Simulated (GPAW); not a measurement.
# AlNi (Pm-3m) in GPAW: reference runs

Reference runs on AlNi: the cell as given and a disturbed copy.

Everything below comes from runs of GPAW 26.7.0. Logs are shortened: lines on timing, memory, paths and dates and some standing lists are left out, and cuts for length are marked. The log counts tension as positive stress, the text compression.

### Step 1. The structure

Symmetry: Pm-3m, No. 221, cubic system. The conventional cell has a = 2.881 Å, b = 2.881 Å, c = 2.881 Å, α = 90.00°, β = 90.00°, γ = 90.00°. Ni (site symmetry m-3m) has 8 Al at 2.50 Å as nearest neighbours. Al (site symmetry m-3m) has 8 Ni at 2.50 Å as nearest neighbours.

### Step 2. Single point, PBE, collinear spin, ferromagnetic start

Input file run.py:

```python
from ase import Atoms
from ase.dft.bandgap import bandgap
from ase.io import write
from ase.units import Bohr, GPa
from gpaw import GPAW, PW
from gpaw.elf import elf_from_dft_calculation

atoms = Atoms(['Ni', 'Al'],
              cell=[[2.881, 0.0, 0.0],
                    [0.0, 2.881, 0.0],
                    [0.0, 0.0, 2.881]],
              scaled_positions=[[0.5, 0.5, 0.5],
                                [0.0, 0.0, 0.0]],
              pbc=True)
atoms.set_initial_magnetic_moments([1.0, 0.0])

calc = GPAW(mode=PW(600),
            xc='PBE',
            kpts={'size': (9, 9, 9), 'gamma': True},
            occupations={'name': 'fermi-dirac', 'width': 0.05},
            nbands=20,
            convergence={'density': 1e-05, 'energy': 1e-05},
            maxiter=150,
            txt='gpaw.txt')
atoms.calc = calc
energy = atoms.get_potential_energy()
forces = atoms.get_forces()
stress = atoms.get_stress()
calc.write('gs.gpw')
write('result.traj', atoms)
print(f'Energy: {energy:.6f} eV')
print('Forces (eV/A):')
print(forces.round(4))
print('Stress (GPa):', (stress / GPa).round(3))
print('Moments:', calc.get_magnetic_moments().round(3))
print('Fermi level:', round(calc.get_fermi_level(), 4), 'eV')
print(f'Gap: {bandgap(calc)[0]:.4f} eV, direct: {bandgap(calc, direct=True)[0]:.4f} eV')

# fields on the real-space grid
write('density.cube', atoms, data=calc.get_pseudo_density() * Bohr**3)
write('potential.cube', atoms, data=calc.get_electrostatic_potential())
write('spin.cube', atoms, data=(calc.get_pseudo_density(spin=0) - calc.get_pseudo_density(spin=1)) * Bohr**3)
write('elf.cube', atoms, data=elf_from_dft_calculation(calc).data)
```

Potentials or basis: GPAW PAW data sets (gpaw-data 1.2.1), pw.

Started as:

```
OMP_NUM_THREADS=1 python run.py
```

gpaw.txt:

```text
__  _  _
 | _ |_)|_||  |
 |__||  | ||/\| - 26.7.0

Input parameters:
  mode=PW(ecut=600.0),
  convergence={'density': 1e-05, 'energy': 1e-05},
  kpts=MonkhorstPack(size=(9, 9, 9), gamma=True),
  maxiter=150,
  nbands=20,
  occupations=Occupations(name='fermi-dirac', width=0.05),
  xc=XC(name='PBE')

Diagonalizing LCAO Hamiltonian
Converting LCAO to pw mode
   .------.
  /|      |
 * |      |
 | | Ni   |
 | .------.
 |/      /
 Al-----*

Atoms  # Å, Bohr magnetons
|   | symbol |        x |        y |        z |    initial magnetic moments |
|---|--------|----------|----------|----------|-----------------------------|
| 0 |     Ni | 1.440500 | 1.440500 | 1.440500 | ( 0.0000,  0.0000,  1.0000) |
| 1 |     Al | 0.000000 | 0.000000 | 0.000000 | ( 0.0000,  0.0000,  0.0000) |

Unit cell  # Å
| periodic |        x |        y |        z |  lengths |    angles |
|----------|----------|----------|----------|----------|-----------|
|      yes | 2.881000 | 0.000000 | 0.000000 | 2.881000 | 90.000000 |
|      yes | 0.000000 | 2.881000 | 0.000000 | 2.881000 | 90.000000 |
|      yes | 0.000000 | 0.000000 | 2.881000 | 2.881000 | 90.000000 |

Number of symmetries: 48
Symmetry operations  # r_c * U_cc + t_c -> r_c
|    | kind |            matrix            |
|----|------|------------------------------|
|  0 |  E   |  1, 0, 0,  0, 1, 0,  0, 0, 1 |
|  1 |  σ   |  1, 0, 0,  0, 1, 0,  0, 0,-1 |
|  2 |  σ   |  1, 0, 0,  0, 0, 1,  0, 1, 0 |
|  3 |  C4  |  1, 0, 0,  0, 0, 1,  0,-1, 0 |
|  4 |  C4  |  1, 0, 0,  0, 0,-1,  0, 1, 0 |
|  5 |  σ   |  1, 0, 0,  0, 0,-1,  0,-1, 0 |
|  6 |  σ   |  1, 0, 0,  0,-1, 0,  0, 0, 1 |
|  7 |  C2  |  1, 0, 0,  0,-1, 0,  0, 0,-1 |
|  8 |  σ   |  0, 1, 0,  1, 0, 0,  0, 0, 1 |
|  9 |  C2  |  0, 1, 0,  1, 0, 0,  0, 0,-1 |
| 10 |  C3  |  0, 1, 0,  0, 0, 1,  1, 0, 0 |
| 11 |  S6  |  0, 1, 0,  0, 0, 1, -1, 0, 0 |
| 12 |  S6  |  0, 1, 0,  0, 0,-1,  1, 0, 0 |
| 13 |  C3  |  0, 1, 0,  0, 0,-1, -1, 0, 0 |
| 14 |  C4  |  0, 1, 0, -1, 0, 0,  0, 0, 1 |
| 15 |  S4  |  0, 1, 0, -1, 0, 0,  0, 0,-1 |
| 16 |  C3  |  0, 0, 1,  1, 0, 0,  0, 1, 0 |
| 17 |  S6  |  0, 0, 1,  1, 0, 0,  0,-1, 0 |
| 18 |  σ   |  0, 0, 1,  0, 1, 0,  1, 0, 0 |
| 19 |  C4  |  0, 0, 1,  0, 1, 0, -1, 0, 0 |
| 20 |  C2  |  0, 0, 1,  0,-1, 0,  1, 0, 0 |
| 21 |  S4  |  0, 0, 1,  0,-1, 0, -1, 0, 0 |
| 22 |  S6  |  0, 0, 1, -1, 0, 0,  0, 1, 0 |
| 23 |  C3  |  0, 0, 1, -1, 0, 0,  0,-1, 0 |
| 24 |  S6  |  0, 0,-1,  1, 0, 0,  0, 1, 0 |
| 25 |  C3  |  0, 0,-1,  1, 0, 0,  0,-1, 0 |
| 26 |  C4  |  0, 0,-1,  0, 1, 0,  1, 0, 0 |
| 27 |  σ   |  0, 0,-1,  0, 1, 0, -1, 0, 0 |
| 28 |  S4  |  0, 0,-1,  0,-1, 0,  1, 0, 0 |
| 29 |  C2  |  0, 0,-1,  0,-1, 0, -1, 0, 0 |
| 30 |  C3  |  0, 0,-1, -1, 0, 0,  0, 1, 0 |
| 31 |  S6  |  0, 0,-1, -1, 0, 0,  0,-1, 0 |
| 32 |  C4  |  0,-1, 0,  1, 0, 0,  0, 0, 1 |
| 33 |  S4  |  0,-1, 0,  1, 0, 0,  0, 0,-1 |
| 34 |  S6  |  0,-1, 0,  0, 0, 1,  1, 0, 0 |
| 35 |  C3  |  0,-1, 0,  0, 0, 1, -1, 0, 0 |
| 36 |  C3  |  0,-1, 0,  0, 0,-1,  1, 0, 0 |
| 37 |  S6  |  0,-1, 0,  0, 0,-1, -1, 0, 0 |
| 38 |  σ   |  0,-1, 0, -1, 0, 0,  0, 0, 1 |
| 39 |  C2  |  0,-1, 0, -1, 0, 0,  0, 0,-1 |
| 40 |  σ   | -1, 0, 0,  0, 1, 0,  0, 0, 1 |
| 41 |  C2  | -1, 0, 0,  0, 1, 0,  0, 0,-1 |
| 42 |  C2  | -1, 0, 0,  0, 0, 1,  0, 1, 0 |
| 43 |  S4  | -1, 0, 0,  0, 0, 1,  0,-1, 0 |
| 44 |  S4  | -1, 0, 0,  0, 0,-1,  0, 1, 0 |
| 45 |  C2  | -1, 0, 0,  0, 0,-1,  0,-1, 0 |
| 46 |  C2  | -1, 0, 0,  0,-1, 0,  0, 0, 1 |
| 47 |  i   | -1, 0, 0,  0,-1, 0,  0, 0,-1 |

BZ-sampling:
  Number of BZ points: 729
  Number of IBZ points: 35

  Monkhorst-Pack size: [9, 9, 9]
  Monkhorst-Pack shift: [0, 0, 0]

K-points  # in reciprocal-cell coordinates
|     |                                coordinates |     weight |
|-----|--------------------------------------------|------------|
|   0 | (  0.00000000,   0.00000000,   0.00000000) | 0.00137174 |
|   1 | (  0.11111111,   0.00000000,   0.00000000) | 0.00823045 |
|   2 | (  0.11111111,   0.11111111,   0.00000000) | 0.01646091 |
|   3 | (  0.11111111,   0.11111111,   0.11111111) | 0.01097394 |
|   4 | (  0.22222222,   0.00000000,   0.00000000) | 0.00823045 |
|   5 | (  0.22222222,   0.11111111,   0.00000000) | 0.03292181 |
|   6 | (  0.22222222,   0.11111111,   0.11111111) | 0.03292181 |
|   7 | (  0.22222222,   0.22222222,   0.00000000) | 0.01646091 |
|   8 | (  0.22222222,   0.22222222,   0.11111111) | 0.03292181 |
|   9 | (  0.22222222,   0.22222222,   0.22222222) | 0.01097394 |
| ... |                                            |            |
|  34 | (  0.44444444,   0.44444444,   0.44444444) | 0.01097394 |

Plane wave coefficients: 812
Cutoff: 600.0 eV

Spin-components: 2 (collinear spins)
Bands:           20
Projectors:      11
Spin-degeneracy: 1
Datatype:        complex128

Density:
  Valence electrons: 19.0
  Components: 2
  Grid points: [18 18 18]
  Charge: 0.0  # |e|

Potential:
  Grid points: [18 18 18]

species:
  Ni:
    name:    Nickel
    Z:       28.0
    valence: 16
    core:    12
    charge:  0.0  # [|e|]
    compensation charges:
      type: gauss
      rc: 0.36  # [Å]
      lmax: 2
    cutoffs:
      filter: 2.14  # [Å]
      core: 1.98  # [Å]
    projectors
    | kind |    occ | energy [eV] | rcut [Å] |
    |------|--------|-------------|----------|
    |   4s |  2.000 |      -5.642 |    1.164 |
    |   3p |  6.000 |     -71.394 |    1.207 |
    |   4p |  0.000 |      -1.226 |    1.207 |
    |   3d |  8.000 |      -8.875 |    1.138 |
    |    s |        |      21.570 |    1.164 |
    |    d |        |      18.337 |    1.138 |

    Using partial waves for Ni as LCAO basis

  Al:
    name:    Aluminium
    Z:       13.0
    valence: 3
    core:    10
    charge:  0.0  # [|e|]
    compensation charges:
      type: gauss
      rc: 0.34  # [Å]
      lmax: 2
    cutoffs:
      filter: 1.91  # [Å]
      core: 2.36  # [Å]
    projectors
    | kind |    occ | energy [eV] | rcut [Å] |
    |------|--------|-------------|----------|
    |   3s |  2.000 |      -7.753 |    1.085 |
    |   3p |  1.000 |      -2.712 |    1.085 |
    |    s |        |      19.459 |    1.085 |
    |    p |        |      24.499 |    1.085 |
    |    d |        |       0.000 |    1.085 |

    Using partial waves for Al as LCAO basis

Reference energy: -47971.421712  # eV

eigensolver:
  PPCG
  Converge bands: occupied
  niter=2

density mixing:
  MSR1-Mixer
  Pratt-step length: 0.05
  Maximum mixing coefficient: 0.75
  Old densities: 10
  SVD Regularization: 0.005
  Good broyden scale: 1.0
  Trust region scale: 1.0
  Backstep threshold: 4.0
  History deletion threshold: 6.0
  Fourier metric: weight=20.0, sigma=0.015

occupation numbers:
  Fermi-Dirac:
    width: 0.0500  # eV

poisson solver:
  ecut: 4800.0  # eV

xc functional:
  name: PBE with 2 nearest neighbor stencil

convergence criteria:
- Maximum integral of absolute [dens]ity change: 1e-05 electrons / valence electron
- Maximum [total energy] change in last 3 cyles: 1e-05 eV / valence electron
- Maximum integral of absolute [eigenst]ate change: 4e-08 eV^2 / valence electron
maximum number of iterations: 150

SCF iterations
|iter     | |      energy | eigst |  dens |  magmom |
|---------|-|-------------|-------|-------|---------|
|iter:   1| |  -12.417413 | +0.35 |       |  +1.0023|
|iter:   2| |  -12.259781 | -2.37 | -1.03 |  +0.9624|
|iter:   3| |  -12.215385 | -2.56 | -1.10 |  +0.7028|
|iter:   4| |  -12.312633 | -2.48 | -1.34 |  +0.2948|
|iter:   5| |  -12.323301 | -3.26 | -1.71 |  +0.0968|
|iter:   6| |  -12.326097 | -3.95 | -2.08 |  -0.0108|
|iter:   7| |  -12.326559 | -5.08 | -2.57 |  +0.0025|
|iter:   8| |  -12.326642 | -5.28 | -2.85 |  +0.0002|
|iter:   9| |  -12.326644c| -7.13 | -3.86 |  +0.0005|
|iter:  10| |  -12.326644c| -7.41c| -4.23 |  +0.0001|
|iter:  11| |  -12.326644c| -8.55c| -5.03c|  +0.0000|

Converged in 11 steps
Energy contributions relative to reference atoms: (reference = -47971.421712)

Energy contributions:
  Kinetic:          12.639757
  Coulomb:          -7.851098
  Zero:              0.088578
  External:          0.000000
  Xc:              -17.200623
  Entropy:          -0.006516
  Spinorbit:         0.000000
  ----------------------------
  Free energy:     -12.329903
  Extrapolated:    -12.326644

dipole moment: (-4.918636, -4.918636, -4.918636)  # |e|*Ang

Total magnetic moment: (0.000000, 0.000000, 0.000045)

Local magnetic moments
|        x |        y |        z |
|----------|----------|----------|
| 0.000000 | 0.000000 | 0.000006 |  # Ni   0
| 0.000000 | 0.000000 | 0.000016 |  # Al   1

Fermi level: 9.066
Eigenvalues  # (at kpt = [0.000, 0.000, 0.000])
| band index |      eig [eV] | occ [0-1] |      eig [eV] | occ [0-1] |
|------------|---------------|-----------|---------------|-----------|
|          0 |       -54.699 |     1.000 |       -54.699 |     1.000 |
|          1 |       -54.699 |     1.000 |       -54.699 |     1.000 |
|          2 |       -54.699 |     1.000 |       -54.699 |     1.000 |
|          3 |        -2.148 |     1.000 |        -2.148 |     1.000 |
|          4 |         5.783 |     1.000 |         5.783 |     1.000 |
|          5 |         5.783 |     1.000 |         5.783 |     1.000 |
[... 9 lines left out ...]
|         15 |        29.985 |     0.000 |        29.985 |     0.000 |
|         16 |        29.985 |     0.000 |        29.985 |     0.000 |
|        ... |               |           |               |           |
|         19 |        32.501 |     0.000 |        32.501 |     0.000 |

No gap
No difference between direct/indirect transitions

Forces  # eV/Ang
|        x |        y |       z |
|----------|----------|---------|
|  0.00000 |  0.00000 | 0.00000 |  # Ni   0
| -0.00000 | -0.00000 | 0.00000 |  # Al   1

Stress tensor  # eV/Ang^3
|         x |         y |         z |
|-----------|-----------|-----------|
| -0.017581 | -0.000000 |  0.000000 |
| -0.000000 | -0.017581 |  0.000000 |
|  0.000000 |  0.000000 | -0.017581 |

# Writing to gs.gpw (mode='')
```

Run time: 24 s. Hardware: 1 thread of Arm Neoverse V2, shared host; peak memory 0.16 GiB.

Results:

* Free energy: -12.3299 eV
* Pressure: 2.8 GPa
* Band gap on the k mesh: none (metal or under the smearing width)
* Net moment: 0.00 μB per cell

Caveat: the stock nickel data set gives pressures a few GPa off other programs.

### Step 3. Single point, PBE, collinear spin, ferromagnetic start (atoms moved at random, drawn with an rms of 0.05 Å)

Input file run.py:

```python
from ase.dft.bandgap import bandgap
from ase.io import read, write
from ase.units import GPa
from gpaw import GPAW, PW

atoms = read('POSCAR')
atoms.set_initial_magnetic_moments([1.0, 0.0])

calc = GPAW(mode=PW(600),
            xc='PBE',
            kpts={'size': (9, 9, 9), 'gamma': True},
            occupations={'name': 'fermi-dirac', 'width': 0.05},
            nbands=20,
            convergence={'density': 1e-05, 'energy': 1e-05},
            maxiter=150,
            txt='gpaw.txt')
atoms.calc = calc
energy = atoms.get_potential_energy()
forces = atoms.get_forces()
stress = atoms.get_stress()
calc.write('gs.gpw')
write('result.traj', atoms)
print(f'Energy: {energy:.6f} eV')
print('Forces (eV/A):')
print(forces.round(4))
print('Stress (GPa):', (stress / GPa).round(3))
print('Moments:', calc.get_magnetic_moments().round(3))
print('Fermi level:', round(calc.get_fermi_level(), 4), 'eV')
print(f'Gap: {bandgap(calc)[0]:.4f} eV, direct: {bandgap(calc, direct=True)[0]:.4f} eV')
```

Input file POSCAR:

```
AlNi
1.0
    2.8810000000      0.0000000000      0.0000000000
    0.0000000000      2.8810000000      0.0000000000
    0.0000000000      0.0000000000      2.8810000000
Ni Al
1 1
Direct
    0.4989740000      0.4745230000      0.4981530000
    0.0060500000      0.0109750000     -0.0022860000
```

Potentials or basis: GPAW PAW data sets (gpaw-data 1.2.1), pw.

Started as:

```
OMP_NUM_THREADS=1 python run.py
```

gpaw.txt:

```text
__  _  _
 | _ |_)|_||  |
 |__||  | ||/\| - 26.7.0

Input parameters:
  mode=PW(ecut=600.0),
  convergence={'density': 1e-05, 'energy': 1e-05},
  kpts=MonkhorstPack(size=(9, 9, 9), gamma=True),
  maxiter=150,
  nbands=20,
  occupations=Occupations(name='fermi-dirac', width=0.05),
  xc=XC(name='PBE')

Diagonalizing LCAO Hamiltonian
Converting LCAO to pw mode
   .------.
  /|      |
 Al|      |
 | | Ni   |
 | .------.
 |/      /
 *------*

Atoms  # Å, Bohr magnetons
|   | symbol |        x |        y |         z |    initial magnetic moments |
|---|--------|----------|----------|-----------|-----------------------------|
| 0 |     Ni | 1.437544 | 1.367101 |  1.435179 | ( 0.0000,  0.0000,  1.0000) |
| 1 |     Al | 0.017430 | 0.031619 | -0.006586 | ( 0.0000,  0.0000,  0.0000) |

Unit cell  # Å
| periodic |        x |        y |        z |  lengths |    angles |
[... 167 lines left out ...]
dipole moment: (-4.831129, -4.821439, 4.879944)  # |e|*Ang

Total magnetic moment: (0.000000, 0.000000, 0.000048)

Local magnetic moments
|        x |        y |        z |
|----------|----------|----------|
| 0.000000 | 0.000000 | 0.000007 |  # Ni   0
| 0.000000 | 0.000000 | 0.000018 |  # Al   1

Fermi level: 9.063
Eigenvalues  # (at kpt = [0.000, 0.000, 0.000])
| band index |      eig [eV] | occ [0-1] |      eig [eV] | occ [0-1] |
|------------|---------------|-----------|---------------|-----------|
|          0 |       -54.708 |     1.000 |       -54.708 |     1.000 |
|          1 |       -54.708 |     1.000 |       -54.708 |     1.000 |
|          2 |       -54.702 |     1.000 |       -54.702 |     1.000 |
|          3 |        -2.147 |     1.000 |        -2.147 |     1.000 |
|          4 |         5.764 |     1.000 |         5.764 |     1.000 |
|          5 |         5.775 |     1.000 |         5.775 |     1.000 |
[... 9 lines left out ...]
|         15 |        29.880 |     0.000 |        29.880 |     0.000 |
|         16 |        29.880 |     0.000 |        29.880 |     0.000 |
|        ... |               |           |               |           |
|         19 |        32.613 |     0.000 |        32.613 |     0.000 |

No gap
No difference between direct/indirect transitions

Forces  # eV/Ang
|        x |        y |        z |
|----------|----------|----------|
|  0.13016 |  0.64696 | -0.00809 |  # Ni   0
| -0.13017 | -0.64697 |  0.00809 |  # Al   1

Stress tensor  # eV/Ang^3
|         x |         y |         z |
|-----------|-----------|-----------|
| -0.023746 | -0.001987 |  0.000025 |
| -0.001987 | -0.019790 |  0.000123 |
|  0.000025 |  0.000123 | -0.023910 |

# Writing to gs.gpw (mode='')
```

stdout:

```text
Energy: -12.291406 eV
Forces (eV/A):
[[ 0.1302  0.647  -0.0081]
 [-0.1302 -0.647   0.0081]]
Stress (GPa): [-3.804 -3.171 -3.831  0.02   0.004 -0.318]
Moments: [0. 0.]
Fermi level: 9.0629 eV
Gap: 0.0000 eV, direct: 0.0000 eV
```

Run time: 3.5 min. Hardware: 1 thread of Arm Neoverse V2, shared host; peak memory 0.4 GiB.

What came out:

| Item | Value |
| --- | --- |
| Free energy | -12.2946 eV |
| Pressure | 3.6 GPa |
| Largest force | 0.660 eV/Å |
| Band gap on the k mesh | none (metal or under the smearing width) |
| Net moment | 0.00 μB per cell |

Forces on the atoms (eV/Å):
```
Ni   0.130  0.647 -0.008
Al  -0.130 -0.647  0.008
```

Caveat: the stock nickel data set gives pressures a few GPa off other programs.

### Step 4. Equation of state, PBE, collinear spin, ferromagnetic start

Input file run.py:

```python
from ase.eos import EquationOfState
from ase.io import Trajectory, read
from ase.units import GPa
from gpaw import GPAW, PW

atoms = read('POSCAR')
atoms.set_initial_magnetic_moments([1.0, 0.0])

traj = Trajectory('eos.traj', 'w')
volumes, energies = [], []
for x in [0.94, 0.96, 0.98, 1.0, 1.02, 1.04, 1.06]:
    a = atoms.copy()
    a.set_cell(atoms.cell * x**(1 / 3), scale_atoms=True)
    calc = GPAW(mode=PW(600),
                xc='PBE',
                kpts={'size': (9, 9, 9), 'gamma': True},
                occupations={'name': 'fermi-dirac', 'width': 0.05},
                nbands=20,
                convergence={'density': 1e-05, 'energy': 1e-05},
                maxiter=150,
                txt=f'eos-{x:.2f}.txt')
    a.calc = calc
    energies.append(a.get_potential_energy(force_consistent=True))
    volumes.append(a.get_volume())
    p = -a.get_stress()[:3].mean() / GPa
    calc.write(f'eos-{x:.2f}.gpw')
    traj.write(a)
    print(f'{x:.2f} {volumes[-1]:10.4f} A^3 {energies[-1]:14.6f} eV {p:9.3f} GPa', flush=True)

v0, e0, B = EquationOfState(volumes, energies, eos='birchmurnaghan').fit()
print(f'V0 = {v0:.4f} A^3, E0 = {e0:.6f} eV, B0 = {B / GPa:.2f} GPa')
```

Input file POSCAR:

```
AlNi
1.0
    2.8810000000      0.0000000000      0.0000000000
    0.0000000000      2.8810000000      0.0000000000
    0.0000000000      0.0000000000      2.8810000000
Ni Al
1 1
Direct
    0.5000000000      0.5000000000      0.5000000000
    0.0000000000      0.0000000000      0.0000000000
```

Started as:

```
OMP_NUM_THREADS=1 python run.py
```

Wall time 2.5 min (1 thread of Arm Neoverse V2, shared host); peak memory 0.26 GiB.

It converged, with:

* Equilibrium volume: 12.16 Å³/atom
* Bulk modulus: 162 GPa
* Pressure derivative of the bulk modulus: 4.4

Energy against volume, from the lowest point:
| volume (Å³/atom) | energy (meV/atom) |
| --- | --- |
| 11.239 | 40.71 |
| 11.478 | 21.46 |
| 11.717 | 8.69 |
| 11.956 | 1.73 |
| 12.196 | 0.00 |
| 12.435 | 2.97 |
| 12.674 | 10.16 |

### Step 5. Overview

| task | cell | gap on the mesh (eV) | pressure (GPa) | moment (μB) |
| --- | --- | --- | --- | --- |
| single point | as given | none | 2.8 | 0.00 |
| single point | atoms moved at random, drawn with an rms of 0.05 Å | none | 3.6 | 0.00 |
| equation of state | as given | - | - | - |

Alike in all rows: level PBE; potentials or basis GPAW PAW data sets (gpaw-data 1.2.1), pw; spin collinear, ferromagnetic start; k mesh 9 × 9 × 9; cutoff (eV) 600; smearing fermi-dirac 0.05 eV.

Caveats: the stock nickel data set gives pressures a few GPa off other programs (some runs).

Absolute energies hang on the potentials; compare differences alone.
